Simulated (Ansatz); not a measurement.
CsI:
```xyz
2
Lattice="4.5071 0.0000 0.0000 0.0000 4.5071 0.0000 0.0000 0.0000 4.5071" Properties=species:S:1:pos:R:3 pbc="T T T"
Cs     0.0000     0.0000     0.0000
I      2.2536     2.2536     2.2536
```

Cartesian axes are those of the cell as given.

**Question.** Give the high-frequency dielectric tensor and the Born effective charge tensors of the independent atoms from DFPT, PBEsol in the plane-wave PAW code Ansatz.

**Answer.** 
ε∞:
```
3.50  0.00  0.00
0.00  3.50  0.00
0.00  0.00  3.50
```
Z* of atom 1 (Cs), rows: field, columns: displacement, in e:
```
1.32  0.00  0.00
0.00  1.32  0.00
0.00  0.00  1.32
```
Z* of atom 2 (I), rows: field, columns: displacement, in e:
```
-1.32   0.00   0.00
 0.00  -1.32   0.00
 0.00   0.00  -1.32
```

Space group Pm-3m (CsCl type). Symmetry was held in the PBEsol relaxation. Spin–orbit coupling is left out wherever it is not named.

Potentials: the later of the program's two PAW sets.
